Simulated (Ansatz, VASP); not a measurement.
Given: the input of a run of VASP 6.6.1 on Pd.

INCAR

```
SYSTEM = Pd
PREC = Accurate
ENCUT = 520
EDIFF = 1E-7
ISMEAR = -1
SIGMA = 0.05
LREAL = .FALSE.
LASPH = .TRUE.
NELM = 60
ALGO = Normal
ISIF = 2
LWAVE = .FALSE.
LCHARG = .FALSE.
GGA = PS
NBANDS = 11
```

KPOINTS

```
regular mesh
0
G
  12 12 12
  0 0 0
```

File POSCAR:

```
Pd
1.0
   -1.5617284606      1.5617284606      1.5617284606
    1.5617284606     -1.5617284606      1.5617284606
    1.5617284606      1.5617284606     -1.5617284606
Pd
1
Direct
    0.0000000000      0.0000000000      0.0000000000
```

Potentials or basis: VASP PAW PBE potentials, release 64 (Pd).

Run with:

```console
$ cat potpaw_PBE.64/Pd/POTCAR > POTCAR
$ mpirun -np 1 vasp_std > vasp.out
```

Task: Translate it to Ansatz 0.2.0. Potentials there: Ansatz PAW.

Result: As run (the cutoff follows the program's own potentials):

The input input.yaml:

```yaml
crystal:
  lattice:
    - [-1.5617284606, 1.5617284606, 1.5617284606]
    - [1.5617284606, -1.5617284606, 1.5617284606]
    - [1.5617284606, 1.5617284606, -1.5617284606]
  atoms:
    - { symbol: Pd, position: [0.0, 0.0, 0.0] }
hamiltonian:
  xc: pbesol
  pseudopotentials: { kind: paw }
kpoints:
  mp_grid: { grid: [12, 12, 12] }
scf:
  occupations: { method: fermi_dirac, width: 0.05 }
output:
  forces: true
  stress: true
  eigenvalues: true
```

Potentials or basis: Ansatz PAW.

Command:

```sh
$ ansatz run input.yaml --threads 1 --pin off --max-ram 3584MiB --backend cpu --events-out ev --progress --plain --runs-dir out
```

Both were run:

|  | VASP | Ansatz | Ansatz less VASP |
| --- | --- | --- | --- |
| gap on the k mesh at the Fermi level (eV) | none | none | - |
| pressure (GPa) | -7.2 | -6.9 | +0.31 |

A gap of «none» marks a metal or a gap that the smearing closes. The two sets of potentials don't hold the same shells in valence.

Caveats: the PAW data sets were made with another functional, which shifts forces and pressure a little (VASP); the PAW data sets come from PBE, with cores solved anew for the run's functional, which leaves a small shift of forces and pressure (Ansatz).
